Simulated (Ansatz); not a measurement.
The elements of this relaxed trial crystal are hidden behind letters.

```
lattice vectors (Å)
   3.0838    0.0000    0.0000
  -1.5419    2.6706    0.0000
   0.0000    0.0000    6.1703
fractional positions
X 0.3333 0.6667 0.1908
X 0.6667 0.3333 0.8092
Z 0.0000 0.0000 0.6158
Z 0.0000 0.0000 0.3842
```

Method: DFT PBE, scalar-relativistic, plane waves, PAW in Ansatz. Cutoff 420 eV, Γ-centred 18×18×8 mesh (4-atom cell), Gaussian smearing of 0.10 eV, no spin polarisation.

```
Space group                                : P-3m1 (No. 164)
Conventional cell                          : a = 3.084 Å, c = 6.170 Å
Volume per atom                            : 12.70 Å³
Density                                    : 12.74 g/cm³
Energy over the elements                   : −0.37 eV/atom
Gap on the 18×18×8 mesh of the 4-atom cell : 0 eV (a metal)
```

Energies are uncorrected and count from the elements' standard states at the same level.

Question: X is a d-block element of period 6 and Z is a p-block element of period 2. Which elements are they?

Answer: X = Ta, Z = N, so the formula is TaN. Density times volume gives a mean mass of 12.74 × 12.70/1.6605 = 97.4 u per atom, and this set has 97.5 u. Among the elements that the hints allow, noble gases aside, only these give it. Ta is surrounded by 3 N at 2.14 Å and 9 Ta at 2.95–3.08 Å; around N lie 1 N at 1.43 Å and 3 Ta at 2.14 Å.

These runs have no spin–orbit coupling, which can matter for Ta. Symmetry constrained the relaxation, so the result can be a saddle point. Another cell of TaN relaxed alike, in P-6m2 (a cell as deposited in COD), lies 0.77 eV/atom lower, so this cell isn't the stable form at this level.
